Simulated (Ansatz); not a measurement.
**Ca (diamond type): a single-point run**

Wanted: a converged single-point run for Ca (diamond type), and a check of what comes out. The structure is shown as the input types it.

This is Ca in the diamond structure; at room conditions it is fcc.

Method: DFT, PBE, all-electron LAPW, scalar-relativistic, in Ansatz 0.2.0.

### Step 1. The system as given

It takes space group Fd-3m (No. 227, cubic). Conventional cell: a = 8.600 Å, b = 8.600 Å, c = 8.600 Å, α = 90.00°, β = 90.00°, γ = 90.00°. Ca (site symmetry -43m) has 4 Ca at 3.72 Å in its first shell of neighbours.

Coordinates:

```
CELL_PARAMETERS angstrom
0.00000 4.30013 4.30013
4.30013 0.00000 4.30013
4.30013 4.30013 0.00000
ATOMIC_POSITIONS crystal
Ca 0.87500 0.87500 0.87500
Ca 0.12500 0.12500 0.12500
```

### Step 2. The run

input.yaml

```yaml
crystal:
  lattice:
    - [0.0, 4.3001276577, 4.3001276577]
    - [4.3001276577, 0.0, 4.3001276577]
    - [4.3001276577, 4.3001276577, 0.0]
  atoms:
    - { symbol: Ca, position: [-0.125, -0.125, -0.125] }
    - { symbol: Ca, position: [0.125, 0.125, 0.125] }
kpoints:
  mp_grid: { grid: [10, 10, 10] }
  band_path:
    path:
      - [0.0, 0.0, 0.0]
      - [0.5, 0.0, 0.5]
      - [0.625, 0.25, 0.625]
      - [0.375, 0.375, 0.75]
      - [0.0, 0.0, 0.0]
      - [0.5, 0.5, 0.5]
      - [0.5, 0.25, 0.75]
      - [0.5, 0.0, 0.5]
    npoints: 14
scf:
  occupations: { method: fermi_dirac, width: 0.08 }
  max_iter: 50
hamiltonian:
  xc: pbe
  pseudopotentials: { kind: all_electron, lapw: { basis_error: 0.001 } }
output:
  forces: true
  stress: true
  eigenvalues: true
  populations: true
magnetization:
  spin_polarized: true
  initial_magnetization: 15
```

Launch:

```bash
ansatz run input.yaml --threads 1 --pin off --max-ram 2048MiB --backend cpu --events-out ev --progress --plain --runs-dir out
```

**Question.** How will this run end, and is anything wrong with its input?

The program finished normally, with warnings (seeded moment not kept). Its log warns: «the starting moments were not kept: the SCF closed with an absolute magnetisation of 2.8e-5 μB, where they sum to 15 μB in size (2 sites) ...»

In the input, magnetization.spin_polarized is true; magnetization.initial_magnetization is 15. A typed moment is only a start; here the run ends at the energy of the run without it (within 1 meV an atom), so the result stands.

No remedy is needed.
